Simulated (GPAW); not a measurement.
# Hf (Im-3m) in GPAW: further runs, part 2 of 2

GPAW 26.7.0. The steps go on from the part before.

## Step 3: Relaxation of cell and atoms, LDA, target pressure 2 GPa, at which the enthalpy is minimised

Input file run.py:

```python
from ase import Atoms
from ase.filters import FrechetCellFilter
from ase.io import write
from ase.optimize import BFGS
from ase.units import GPa
from gpaw import GPAW, PW

atoms = Atoms(['Hf'],
              cell=[[-1.805, 1.805, 1.805],
                    [1.805, -1.805, 1.805],
                    [1.805, 1.805, -1.805]],
              scaled_positions=[[0.0, 0.0, 0.0]],
              pbc=True)

calc = GPAW(mode=PW(600),
            xc='LDA',
            kpts={'size': (10, 10, 10), 'gamma': True},
            occupations={'name': 'fermi-dirac', 'width': 0.05},
            nbands=14,
            convergence={'density': 1e-05, 'forces': 0.0001},
            maxiter=150,
            txt='gpaw.txt')
atoms.calc = calc
opt = BFGS(FrechetCellFilter(atoms, scalar_pressure=2 * GPa), trajectory='relax.traj', logfile='-')
done = opt.run(fmax=0.02, steps=60)
calc.write('gs.gpw')
write('result.traj', atoms)
print('Converged:', done)
print('Cell:', atoms.cell.cellpar().round(4))
print('Volume:', round(atoms.get_volume(), 4))
print(atoms.get_scaled_positions().round(5))
```

Potentials or basis: the program's PAW data sets (release 1.2.1) made for this functional, pw.

The run is started by

```bash
> OMP_NUM_THREADS=1 python run.py
```

It took 29 s on 1 thread of Arm Neoverse V2, shared host; peak memory 0.16 GiB.

The run converged. Its results:

```
Free energy                                            : -8.1854 eV
Relaxed volume                                         : 20.20 Å³/atom
Relaxed cell                                           : a = 2.971 Å, b = 2.971 Å, c = 2.971 Å, α = 109.47°, β = 109.47°, γ = 109.47°
Space group after relaxing (to 0.05 Å)                 : Im-3m (No. 229)
Energy change on relaxing (the enthalpy is what falls) : -124.2 meV/atom
Ionic steps                                            : 4
Pressure after relaxing                                : 2.0 GPa
Band gap on the k mesh                                 : none (metal or under the smearing width)
```

Step by step:
| step | energy change (eV) | largest force (eV/Å) | pressure (GPa) | volume (Å³) |
| --- | --- | --- | --- | --- |
| 1 | 0.0000 | 0.0000 | -12.35 | 23.52 |
| 2 | -0.1124 | 0.0000 | -4.73 | 21.49 |
| 3 | -0.1225 | 0.0000 | 2.64 | 20.09 |
| 4 | -0.1242 | 0.0000 | 1.99 | 20.20 |

Final structure:
```cif
data_structure
_symmetry_space_group_name_H-M 'P 1'
_symmetry_Int_Tables_number 1
_cell_length_a 2.9714
_cell_length_b 2.9714
_cell_length_c 2.9714
_cell_angle_alpha 109.471
_cell_angle_beta 109.471
_cell_angle_gamma 109.471
_cell_volume 20.20
loop_
_atom_site_label
_atom_site_type_symbol
_atom_site_fract_x
_atom_site_fract_y
_atom_site_fract_z
_atom_site_occupancy
Hf1 Hf 0.00000 0.00000 0.00000 1
```

Levels at points of the mesh, in eV from the Fermi level:
| k point | band 4 | band 5 | band 6 | band 7 | band 8 | band 9 |
| --- | --- | --- | --- | --- | --- | --- |
| (0.00, 0.00, 0.00) | -29.50 | -7.33 | 1.48 | 1.48 | 1.48 | 4.56 |
| (0.50, 0.50, 0.00) | -29.51 | -3.73 | -0.78 | 1.55 | 4.44 | 5.53 |
| (0.50, 0.50, 0.50) | -30.29 | -3.08 | -3.08 | 7.44 | 7.44 | 7.44 |

Caveat: later steps reuse the first step's grids. LDA usually gives volumes a few per cent too small.

## Step 4: Relaxation of cell and atoms, LDA, target pressure 5 GPa, at which the enthalpy is minimised

Input file run.py:

```python
from ase.filters import FrechetCellFilter
from ase.io import read, write
from ase.optimize import BFGS
from ase.units import GPa
from gpaw import GPAW, PW

atoms = read('POSCAR')

calc = GPAW(mode=PW(600),
            xc='LDA',
            kpts={'size': (10, 10, 10), 'gamma': True},
            occupations={'name': 'fermi-dirac', 'width': 0.05},
            nbands=14,
            convergence={'density': 1e-05, 'forces': 0.0001},
            maxiter=150,
            txt='gpaw.txt')
atoms.calc = calc
opt = BFGS(FrechetCellFilter(atoms, scalar_pressure=5 * GPa), trajectory='relax.traj', logfile='-')
done = opt.run(fmax=0.02, steps=60)
calc.write('gs.gpw')
write('result.traj', atoms)
print('Converged:', done)
print('Cell:', atoms.cell.cellpar().round(4))
print('Volume:', round(atoms.get_volume(), 4))
print(atoms.get_scaled_positions().round(5))
```

Input file POSCAR:

```
Hf
1.0
   -1.8050000000      1.8050000000      1.8050000000
    1.8050000000     -1.8050000000      1.8050000000
    1.8050000000      1.8050000000     -1.8050000000
Hf
1
Direct
    0.0000000000      0.0000000000      0.0000000000
```

The run is started by

```bash
> OMP_NUM_THREADS=1 python run.py
```

Wall time 28 s (1 thread of Arm Neoverse V2, shared host); peak memory 0.16 GiB.

Results (log left out):

```yaml
Free_energy: -8.1744 eV
Relaxed_volume: 19.69 Å³/atom
Relaxed_cell: a = 2.946 Å, b = 2.946 Å, c = 2.946 Å, α = 109.47°, β = 109.47°, γ = 109.47°
Space_group_after_relaxing_to_0.05_Å: Im-3m (No. 229)
Energy_change_on_relaxing_the_enthalpy_is_what_falls: -112.9 meV/atom
Ionic_steps: 4
Pressure_after_relaxing: 5.0 GPa
Band_gap_on_the_k_mesh: none (metal or under the smearing width)
```

Step by step:
| step | energy change (eV) | largest force (eV/Å) | pressure (GPa) | volume (Å³) |
| --- | --- | --- | --- | --- |
| 1 | 0.0000 | 0.0000 | -12.35 | 23.52 |
| 2 | -0.1219 | 0.0000 | -2.82 | 21.09 |
| 3 | -0.1094 | 0.0000 | 5.65 | 19.59 |
| 4 | -0.1129 | 0.0000 | 5.01 | 19.69 |

Final structure:
```xyz
1
Lattice="-1.7011 1.7011 1.7011 1.7011 -1.7011 1.7011 1.7011 1.7011 -1.7011" Properties=species:S:1:pos:R:3 pbc="T T T"
Hf    0.0000    0.0000    0.0000
```

Levels at points of the mesh, in eV from the Fermi level:
| k point | band 2 | band 3 | band 4 | band 5 | band 6 | band 7 | band 8 | band 9 | band 10 |
| --- | --- | --- | --- | --- | --- | --- | --- | --- | --- |
| (0.00, 0.00, 0.00) | -29.41 | -29.41 | -29.41 | -7.42 | 1.48 | 1.48 | 1.48 | 4.64 | 4.64 |
| (0.50, 0.50, 0.00) | -30.65 | -29.81 | -29.42 | -3.83 | -0.84 | 1.67 | 4.54 | 5.66 | 8.65 |
| (0.50, 0.50, 0.50) | -30.27 | -30.27 | -30.27 | -3.22 | -3.22 | 7.64 | 7.64 | 7.64 | 8.34 |

Caveat: later steps reuse the first step's grids; the volume moved by over 15 % at a fixed basis, so the end points are rough. LDA usually gives volumes a few per cent too small.

## Step 5: Relaxation of cell and atoms, LDA, target pressure 10 GPa, at which the enthalpy is minimised

run.py: that of step 4 with these lines changed.

```diff
@@ -1,3 +1,4 @@
+from ase import Atoms
 from ase.filters import FrechetCellFilter
-from ase.io import read, write
+from ase.io import write
 from ase.optimize import BFGS
@@ -6,3 +7,8 @@
 
-atoms = read('POSCAR')
+atoms = Atoms(['Hf'],
+              cell=[[-1.805, 1.805, 1.805],
+                    [1.805, -1.805, 1.805],
+                    [1.805, 1.805, -1.805]],
+              scaled_positions=[[0.0, 0.0, 0.0]],
+              pbc=True)
 
@@ -17,3 +23,3 @@
 atoms.calc = calc
-opt = BFGS(FrechetCellFilter(atoms, scalar_pressure=5 * GPa), trajectory='relax.traj', logfile='-')
+opt = BFGS(FrechetCellFilter(atoms, scalar_pressure=10 * GPa), trajectory='relax.traj', logfile='-')
 done = opt.run(fmax=0.02, steps=60)
```

Potentials or basis: the program's PAW data sets (release 1.2.1) made for this functional, pw.

The run is started by

```bash
> OMP_NUM_THREADS=1 python run.py
```

gpaw.txt:

```text
__  _  _
 | _ |_)|_||  |
 |__||  | ||/\| - 26.7.0

Input parameters:
  mode=PW(ecut=600.0),
  convergence={'density': 1e-05, 'forces': 0.0001},
  kpts=MonkhorstPack(size=(10, 10, 10), gamma=True),
  maxiter=150,
  nbands=14,
  occupations=Occupations(name='fermi-dirac', width=0.05),
  xc=XC(name='LDA')

Diagonalizing LCAO Hamiltonian
Converting LCAO to pw mode

       Hf

Atoms  # Å, Bohr magnetons
|   | symbol |        x |        y |        z |    initial magnetic moments |
|---|--------|----------|----------|----------|-----------------------------|
| 0 |     Hf | 0.000000 | 0.000000 | 0.000000 | ( 0.0000,  0.0000,  0.0000) |

Unit cell  # Å
| periodic |         x |         y |         z |  lengths |     angles |
|----------|-----------|-----------|-----------|----------|------------|
|      yes | -1.805000 |  1.805000 |  1.805000 | 3.126352 | 109.471221 |
|      yes |  1.805000 | -1.805000 |  1.805000 | 3.126352 | 109.471221 |
|      yes |  1.805000 |  1.805000 | -1.805000 | 3.126352 | 109.471221 |
[... 163 lines left out ...]
SCF iterations
[... 559 lines left out ...]
|      yes | -1.679107 |  1.679107 |  1.679107 | 2.908299 | 109.471221 |
|      yes |  1.679107 | -1.679107 |  1.679107 | 2.908299 | 109.471221 |
|      yes |  1.679107 |  1.679107 | -1.679107 | 2.908299 | 109.471221 |
[... 163 lines left out ...]
SCF iterations
|iter     | |      energy | eigst |  dens |force |
|---------|-|-------------|-------|-------|------|
|iter:   1| |   -8.133133 | -2.62 |       |      |
|iter:   2| |   -8.133060 | -5.70 | -2.69 |      |
|iter:   3| |   -8.132699c| -4.57 | -2.73 |      |
|iter:   4| |   -8.132706c| -6.17 | -3.56 |      |
|iter:   5| |   -8.132711c| -7.34 | -3.87 |      |
|iter:   6| |   -8.132711c| -8.49c| -5.25c|      |
|iter:   7| |   -8.132711c| -9.02c| -5.60c|-25.20c|

Converged in 7 steps
Energy contributions relative to reference atoms: (reference = -409641.328488)

Energy contributions:
  Kinetic:          14.116063
  Coulomb:         -11.128404
  Zero:             -0.503144
  External:          0.000000
  Xc:              -10.610500
  Entropy:          -0.013452
  Spinorbit:         0.000000
  ----------------------------
  Free energy:      -8.139437
  Extrapolated:     -8.132711
[... 25 lines left out ...]
Stress tensor  # eV/Ang^3
|         x |         y |         z |
|-----------|-----------|-----------|
| -0.062266 |  0.000000 |  0.000000 |
|  0.000000 | -0.062266 | -0.000000 |
|  0.000000 | -0.000000 | -0.062266 |

Forces  # eV/Ang
|        x |        y |       z |
|----------|----------|---------|
| -0.00000 | -0.00000 | 0.00000 |  # Hf   0

# Writing to gs.gpw (mode='')
```

Run time: 28 s. Hardware: 1 thread of Arm Neoverse V2, shared host; peak memory 0.16 GiB.

What came out:

- Free energy: -8.1394 eV
- Relaxed volume: 18.94 Å³/atom
- Relaxed cell: a = 2.908 Å, b = 2.908 Å, c = 2.908 Å, α = 109.47°, β = 109.47°, γ = 109.47°
- Space group after relaxing (to 0.05 Å): Im-3m (No. 229)
- Energy change on relaxing (the enthalpy is what falls): -78.5 meV/atom
- Ionic steps: 4
- Pressure after relaxing: 10.0 GPa
- Band gap on the k mesh: none (metal or under the smearing width)

Step by step:
| step | energy change (eV) | largest force (eV/Å) | pressure (GPa) | volume (Å³) |
| --- | --- | --- | --- | --- |
| 1 | 0.0000 | 0.0000 | -12.35 | 23.52 |
| 2 | -0.1263 | 0.0000 | 0.63 | 20.44 |
| 3 | -0.0733 | 0.0000 | 10.58 | 18.85 |
| 4 | -0.0785 | 0.0000 | 9.98 | 18.94 |

Final structure:
```
CELL_PARAMETERS angstrom
-1.67911 1.67911 1.67911
1.67911 -1.67911 1.67911
1.67911 1.67911 -1.67911
ATOMIC_POSITIONS crystal
Hf 0.00000 0.00000 0.00000
```

Levels at points of the mesh, in eV from the Fermi level:
| k point | band 3 | band 4 | band 5 | band 6 | band 7 | band 8 | band 9 | band 10 |
| --- | --- | --- | --- | --- | --- | --- | --- | --- |
| (0.00, 0.00, 0.00) | -29.27 | -29.27 | -7.53 | 1.50 | 1.50 | 1.50 | 4.78 | 4.78 |
| (0.50, 0.50, 0.00) | -29.71 | -29.28 | -3.98 | -0.94 | 1.88 | 4.71 | 5.87 | 9.04 |
| (0.50, 0.50, 0.50) | -30.23 | -30.23 | -3.43 | -3.43 | 7.96 | 7.96 | 7.96 | 8.71 |

Caveat: later steps reuse the first step's grids; the volume moved by over 15 % at a fixed basis, so the end points are rough.

## Step 6: The runs side by side

```tsv
cell	target pressure	gap on the mesh (eV)	pressure (GPa)
relaxed	-	none	0.0
relaxed to 2 GPa	2 GPa	none	2.0
relaxed to 5 GPa	5 GPa	none	5.0
relaxed to 10 GPa	10 GPa	none	10.0
```

Alike in all rows: task relaxation of cell and atoms; level LDA; potentials or basis the program's PAW data sets (release 1.2.1) made for this functional, pw; no spin polarisation; k mesh 10 × 10 × 10; cutoff (eV) 600; smearing fermi-dirac 0.05 eV.

Caveats: later steps reuse the first step's grids; the volume moved by over 15 % at a fixed basis, so the end points are rough (some runs).

Total energies depend on the potentials used, so only differences within one code and one set of settings carry meaning.
